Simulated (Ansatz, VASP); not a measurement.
TiO2: VASP beside Ansatz

The input INCAR:

```
ALGO     = Normal         # electronic algorithm
EDIFF    = 1E-6           # SCF threshold, eV
ENCUT    = 900            # plane-wave cutoff, eV
GGA      = PE             # functional
ISIF     = 2              # what is computed and relaxed
ISMEAR   = -1             # smearing method
LASPH    = T              # aspherical terms in the spheres
LCHARG   = F              # write CHGCAR
LMAXMIX  = 4              # l up to which the mixer works
LREAL    = F              # projectors in reciprocal space
LWAVE    = F              # write WAVECAR
NELM     = 60             # most SCF steps
PREC     = Accurate       # precision mode
SIGMA    = 0.05           # smearing width, eV
```

File KPOINTS:

```
k-points
0
Gamma
  5 5 5
```

File POSCAR:

```
TiO2
1.0
    4.8126997814      0.0000000000      0.0000000000
    0.0000000000      4.8718844600      0.0000000000
   -0.8628854487      0.0000000000      4.9665942755
Ti O
4 8
Direct
    0.2774352600      0.0528083600      0.2131482700
    0.7225647400      0.5528083600      0.2868517300
    0.7225647400      0.9471916400      0.7868517300
    0.2774352600      0.4471916400      0.7131482700
    0.0638382200      0.1769655200      0.8515567400
    0.9361617800      0.6769655200      0.6484432600
    0.9361617800      0.8230344800      0.1484432600
    0.0638382200      0.3230344800      0.3515567400
    0.4453609900      0.7576317400      0.4667718600
    0.5546390100      0.2576317400      0.0332281400
    0.5546390100      0.2423682600      0.5332281400
    0.4453609900      0.7423682600      0.9667718600
```

The input KPOINTS_OPT:

```
path GYHCEM1AXH1,MDZ,YD
20
line-mode
reciprocal
 0.0000000000  0.0000000000  0.0000000000  G
 0.0000000000  0.0000000000  0.5000000000  Y

 0.0000000000  0.0000000000  0.5000000000  Y
-0.4309152065  0.0000000000  0.5772602652  H

-0.4309152065  0.0000000000  0.5772602652  H
-0.5000000000  0.0000000000  0.5000000000  C

-0.5000000000  0.0000000000  0.5000000000  C
-0.5000000000  0.5000000000  0.5000000000  E

-0.5000000000  0.5000000000  0.5000000000  E
-0.5690847935  0.5000000000  0.4227397348  M1

-0.5690847935  0.5000000000  0.4227397348  M1
-0.5000000000  0.5000000000  0.0000000000  A

-0.5000000000  0.5000000000  0.0000000000  A
-0.5000000000  0.0000000000  0.0000000000  X

-0.5000000000  0.0000000000  0.0000000000  X
-0.5690847935  0.0000000000  0.4227397348  H1

-0.4309152065  0.5000000000  0.5772602652  M
 0.0000000000  0.5000000000  0.5000000000  D

 0.0000000000  0.5000000000  0.5000000000  D
 0.0000000000  0.5000000000  0.0000000000  Z

 0.0000000000  0.0000000000  0.5000000000  Y
 0.0000000000  0.5000000000  0.5000000000  D
```

The input input.yaml:

```yaml
crystal:
  lattice:
    - [4.8126997814, 0.0, 0.0]
    - [0.0, 4.87188446, 0.0]
    - [-0.8628854487, 0.0, 4.9665942755]
  atoms:
    - { symbol: Ti, position: [0.27743526, 0.05280836, 0.21314827] }
    - { symbol: Ti, position: [0.72256474, 0.55280836, 0.28685173] }
    - { symbol: Ti, position: [0.72256474, 0.94719164, 0.78685173] }
    - { symbol: Ti, position: [0.27743526, 0.44719164, 0.71314827] }
    - { symbol: O, position: [0.06383822, 0.17696552, 0.85155674] }
    - { symbol: O, position: [0.93616178, 0.67696552, 0.64844326] }
    - { symbol: O, position: [0.93616178, 0.82303448, 0.14844326] }
    - { symbol: O, position: [0.06383822, 0.32303448, 0.35155674] }
    - { symbol: O, position: [0.44536099, 0.75763174, 0.46677186] }
    - { symbol: O, position: [0.55463901, 0.25763174, 0.03322814] }
    - { symbol: O, position: [0.55463901, 0.24236826, 0.53322814] }
    - { symbol: O, position: [0.44536099, 0.74236826, 0.96677186] }
hamiltonian:
  xc: pbe
  pseudopotentials: { kind: paw }
kpoints:
  mp_grid: { grid: [5, 5, 5] }
  band_path:
    path:
      - [[0.0, 0.0, 0.0], [0.0, 0.0, 0.5], [-0.4309152065, 0.0, 0.5772602652], [-0.5, 0.0, 0.5], [-0.5, 0.5, 0.5], [-0.5690847935, 0.5, 0.4227397348], [-0.5, 0.5, 0.0], [-0.5, 0.0, 0.0], [-0.5690847935, 0.0, 0.4227397348]]
      - [[-0.4309152065, 0.5, 0.5772602652], [0.0, 0.5, 0.5], [0.0, 0.5, 0.0]]
      - [[0.0, 0.0, 0.5], [0.0, 0.5, 0.5]]
    npoints: 10
scf:
  occupations: { method: fermi_dirac, width: 0.05 }
  n_extra_bands: 30
output:
  forces: true
  stress: true
  eigenvalues: true
  fatbands: false
```

The cell comes from a database or a generator and needn't be the stable form of this composition.

Alike in both runs: task band structure; functional PBE; k mesh 5 × 5 × 5; occupations fermi-dirac, width 0.05 eV; no spin polarisation.

|  | VASP | Ansatz |
| --- | --- | --- |
| version | VASP 6.6.1 | Ansatz 0.2.0 |
| potentials or method | VASP PAW PBE potentials, release 64 (Ti_pv, O) | Ansatz PAW |
| plane-wave cutoff (eV) | 900 | 420 |
| valence electrons in the cell | 88 | 96 |

VASP gave:

```
gap on the k mesh at the Fermi level (eV)       : 2.29
least direct gap on the mesh (eV)               : 2.34
gap along the band path (eV)                    : 2.25
pressure (GPa)                                  : 5.6
largest component of the traceless stress (GPa) : 0.07
rms of the force components (eV/Å)              : 0.054
```

Task: Which values does Ansatz return?

Result: gap on the k mesh at the Fermi level (eV): 2.34; least direct gap on the mesh (eV): 2.39; gap along the band path (eV): 2.30; pressure (GPa): 4.1; largest component of the traceless stress (GPa): 0.13; rms of the force components (eV/Å): 0.051.

Atom by atom the forces differ by 0.033 eV/Å (rms over components). With one functional, cell and mesh, what is left measures potentials, basis and numerics. The two sets of potentials don't hold the same shells in valence.

Caveats: the pressure holds a Pulay correction of +0.8 GPa for the finite cutoff (Ansatz). As with any semilocal functional, this PBE gap is likely too small.
